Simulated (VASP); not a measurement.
Write the native input for VASP 6.6.1 that does the following.

```
Task                   : single point
Functional             : PBE
Dispersion             : D3(BJ)
Potentials or basis    : VASP PAW PBE potentials, release 64 (Cl, H)
Cutoff                 : 520 eV
k mesh                 : 1 × 1 × 1
Occupations            : fermi-dirac, width 0.05 eV
Spin                   : no spin polarisation
Dipole correction      : no
Further INCAR settings : ALGO = Normal; EDIFF = 1e-07; NBANDS = 36
```

The structure of HCl lies in POSCAR:

```
HCl
1.0
    6.5061090000      0.0000000000      0.0000000000
    0.0000000000      6.5061090000      0.0000000000
    0.0000000000      0.0000000000      6.5061090000
Cl H
6 6
Direct
    0.7097483304      0.4139186724      0.8007089952
    0.3416481341      0.8389499776      0.0174297725
    0.7525542532      0.7097483304      0.3349774804
    0.2392366928      0.5331143392      0.6195561741
    0.5023893697      1.0876239547      0.4650552273
    1.0374864608      0.2194245439      0.2052686175
    0.6843875502      0.5401846173      0.6573975321
    0.2338571333      0.8977869876      0.1907745474
    0.5965470299      0.6573360514      0.1830894625
    0.2724516297      0.3629204491      0.7173104539
    0.5571379145      0.8911778146      0.4116592575
    0.8828318124      0.2659039374      0.0842439006
```

The cell was built by a generator and needn't be a form met in nature.

One way to write it, as run:

INCAR

```
  ALGO = Normal
  EDIFF = 1E-7
  ENCUT = 520
  GGA = PE
  ISIF = 2
  ISMEAR = -1
  IVDW = 12
  LASPH = T
  LCHARG = F
  LREAL = F
  LWAVE = F
  NBANDS = 36
  NELM = 100
  PREC = Accurate
  SIGMA = 0.05
```

KPOINTS

```
k-points
0
Gamma
  1 1 1
```

Potentials or basis: VASP PAW PBE potentials, release 64 (Cl, H).

Run with:

```sh
$ cat potpaw_PBE.64/Cl/POTCAR potpaw_PBE.64/H/POTCAR > POTCAR
$ mpirun -np 1 vasp_gam > vasp.out
```

It gave:

| Item | Value |
| --- | --- |
| Pressure | -0.3 GPa |
| Largest force | 2.696 eV/Å |
| Band gap on the k mesh | 4.69 eV, direct |
| Dispersion energy per atom | -0.071 eV |

It took 31 s on 1 thread of Intel(R) Xeon(R) Platinum 8559C (Emerald Rapids), on a shared host, peak memory 0.29 GiB.
